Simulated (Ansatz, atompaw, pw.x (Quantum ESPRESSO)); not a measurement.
lanthanum (fcc): variants of one PAW (atompaw) potential in the solid

- Element: lanthanum (La)
- Generator: atompaw 4.2.0.5
- Type: PAW
- Functional: PBE
- Relativity: scalar-relativistic
- Frozen core: [Kr] 4d10
- Valence charge: 11
- Reference configuration: 4f0 5s2 5p6 5d1.5 6s1.5 6p0
- Partial waves: 5s (bound): rc 1.85 bohr; 6s (bound): rc 3.00 bohr; 5p (bound): rc 2.30 bohr; 6p (bound, empty): rc 3.00 bohr; 5d (bound): rc 3.00 bohr; 5d channel at 0.55 Ry: rc 3.00 bohr; 4f (bound, empty): rc 1.60 bohr; 4f channel at 3.8 Ry: rc 1.60 bohr
- Local potential: bessel scheme, radius 2.55 bohr
- Core correction: smooth core density matched at 2.20 bohr
- Augmentation charge: sinc compensation charge, radius 2.50 bohr; PAW radius 3.00 bohr; waves and projectors: custom polynom2 7 10 vanderbiltortho

Crystal test: fcc La in pw.x 7.5, no spin, 11³ k-points, Fermi–Dirac smearing 0.01 Ry, cutoffs set for each file from its atomic test. The reference is all-electron LAPW (Ansatz 0.2.0) with the same functional, mesh and smearing; V0 and B0 come from Birch–Murnaghan fits to the pressures at five volumes. Errors are pseudo minus all-electron; Δ is the rms difference of the E(V) curves that follow from these fits, minima aligned, over ±6 % about the mean V0. Mesh and smearing are coarse, so the numbers serve the comparison and aren't converged zero-temperature values; the lattice is a test structure that the element need not adopt.

All-electron: a0 = 5.299 Å (V0 = 37.20 Å³/atom), B0 = 25.0 GPa.

Base: This is a poor potential for the solid.

1 further variants are left out: they gave no file fit for a test, a broken result, the same result as the base, or pressures whose basis-set error rivals the error shown.

A dash in a converged row means that the minimum lies outside the volumes sampled.

| change | cutoffs (Ry) | pw.x | a0 (Å) | a0 error (%) | B0 error (%) | Δ (meV/atom) | mean pressure error (GPa) |
| --- | --- | --- | --- | --- | --- | --- | --- |
| base | 45/450 | converged | 5.327 | +0.53 | +5.6 | 3.4 | +0.46 |
| wave 4f channel at 3.8 Ry: rc 1.60 bohr becomes 4f channel at 5.09 Ry: rc 1.60 bohr | 45/450 | converged | 5.344 | +0.84 | +5.4 | 5.4 | +0.73 |
| all radii scaled by about 0.92 (s 1.70, p 2.12, d 2.76, f 1.48 bohr); local potential bessel scheme, radius 2.34 bohr; augmentation sinc compensation charge, radius 2.30 bohr; PAW radius 2.76 bohr; waves and projectors: custom polynom2 7 10 vanderbiltortho; core correction smooth core density matched at 2.02 bohr | 45/450 | converged; bound ghost | – | – | – | – | +6.34 |
| wave 4f (bound): rc 1.60 bohr becomes 4f (bound): rc 2.06 bohr | 45/450 | converged | 5.321 | +0.42 | +5.0 | 2.6 | +0.34 |

Q: Give the row for: local potential vpsmatchnc scheme with l = 4 at -0.5 Ry, radius 2.55 bohr.

A: pw.x: converged; bound ghost; mean pressure error (GPa): -0.66; a0 (Å): 5.252; a0 error (%): -0.88; B0 error (%): +0.6; Δ (meV/atom): 5.3.
